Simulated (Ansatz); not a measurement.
`[CH3][Al]([OH])[SiH3]` + `N=C(N)O` → `N=C(N)O[SiH3]` + `[CH3][AlH][OH]`  (cleavage of the Si–Al bond)

Isolated molecules relaxed with PBE0-D4/def2-TZVP in Ansatz; ΔE leaves out vibrations. CBS: MP2 limit from def2 TZ/QZ plus the TZ coupled-cluster correction, frozen cores. Functionals use def2-TZVPP. B3LYP here is the variant with VWN-RPA as its local correlation; programs differ in this. HSE06 is defined as in plane-wave codes. One conformer a species, not always the lowest.

| level | ΔE (kJ/mol) | difference from CCSD(T)/CBS |
| --- | --- | --- |
| LDA (SPW92) | -53.5 | 20.2 |
| PBE-D4 | -48.8 | 24.9 |
| revPBE-D4 | -52.9 | 20.8 |
| BLYP-D4 | -71.2 | 2.5 |
| r2SCAN-D4 | -66.7 | 7.0 |
| B97M-V | -78.4 | -4.7 |
| PBE0-D4 | -55.1 | 18.6 |
| B3LYP-D4 | -74.3 | -0.6 |
| r2SCANh-D4 | -67.5 | 6.2 |
| r2SCAN0-D4 | -68.9 | 4.8 |
| BHLYP-D4 | -82.3 | -8.6 |
| CAM-B3LYP-D4 | -80.2 | -6.5 |
| ωB97X-V | -71.8 | 1.9 |
| ωB97M-V | -77.5 | -3.8 |
| B2PLYP | -76.6 | -2.9 |
| PBE-QIDH | -67.8 | 5.9 |
| PBE | -46.6 | 27.1 |
| revPBE | -43.4 | 30.3 |
| BLYP | -65.6 | 8.1 |
| r2SCAN | -66.2 | 7.5 |
| PBE0 | -53.4 | 20.3 |
| B3LYP | -70.8 | 2.9 |
| r2SCANh | -67.1 | 6.6 |
| r2SCAN0 | -68.4 | 5.3 |
| HSE06 | -53.1 | 20.6 |
| BHLYP | -81.1 | -7.4 |
| LC-ωPBE | -63.8 | 9.9 |
| RPA@PBE/def2-TZVPP | -74.0 | -0.3 |
| HF/def2-SVP | -78.1 | -4.4 |
| MP2/def2-SVP | -71.7 | 2.0 |
| CCSD/def2-SVP | -65.0 | 8.7 |
| CCSD(T)/def2-SVP | -64.1 | 9.6 |
| SCS-MP2/def2-TZVPP | -84.8 | -11.1 |
| CCSD/def2-TZVPP | -74.4 | -0.7 |
| CCSD(T)/def2-TZVPP | -72.5 | 1.2 |
| HF/def2-QZVPP | -93.5 | -19.8 |
| MP2/def2-QZVPP | -83.3 | -9.6 |
| SCS-MP2/def2-QZVPP | -86.0 | -12.3 |
| MP2/CBS(def2) | -83.1 | -9.4 |
| CCSD/CBS(def2) | -75.6 | -1.9 |
| CCSD(T)/CBS | -73.7 | 0 |

Largest T1 diagnostic among the species: 0.013.

From BLYP to BHLYP (50 % exact exchange), in def2-TZVPP and without D4, ΔE moves by −15.5 kJ/mol. Leaving LDA and LC-ωPBE aside and taking each functional with its dispersion term where it has one, the values spread over 33.5 kJ/mol, from BHLYP-D4 to PBE-D4. LDA lies −6.9 kJ/mol from PBE without D4.

CCSD(T)/CBS has its own doubt, a few kJ/mol and more with outer-core shells, so smaller differences from it don't rank the levels.
